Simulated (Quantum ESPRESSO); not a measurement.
Runs of Quantum ESPRESSO 7.5 on GaN. Symmetry: F-43m, No. 216, cubic system. Conventional cell: a = 4.507 Å, b = 4.507 Å, c = 4.507 Å, α = 90.00°, β = 90.00°, γ = 90.00°. Around Ga (site symmetry -43m) lie 4 N at 1.95 Å. Around N (site symmetry -43m) lie 4 Ga at 1.95 Å. The cell is a database's computed one.

```tsv
potentials or basis	cutoff (eV)	gap on the mesh (eV)	pressure (GPa)
Ansatz NC SR PBE	1238	1.74	5.3
GBRV 1.5 PBE	762	1.74	5.3
PseudoDojo 0.4.1 SR PBE standard	1143	1.76	5.2
PseudoDojo 0.5 SR PBE standard	1143	1.76	5.2
PseudoDojo 0.4 SR PBE stringent	1551	1.75	4.7
JTH 2.0 PBE	680	1.72	4.7
SG15 PBE 1.2	1197	1.78	(a)
PseudoDojo 0.5 SR PBE stringent	1551	1.75	4.7
```

Alike in all rows: task band structure; level PBE; no spin polarisation; cell as given; k mesh 10 × 10 × 10; smearing fermi-dirac 0.05 eV.

Problem. Estimate the missing entries.

Solution. (a) 5.4.

A k mesh can miss the band edges, and the runs leave out spin-orbit coupling on Ga.

The runs don't all hold the same shells in valence.
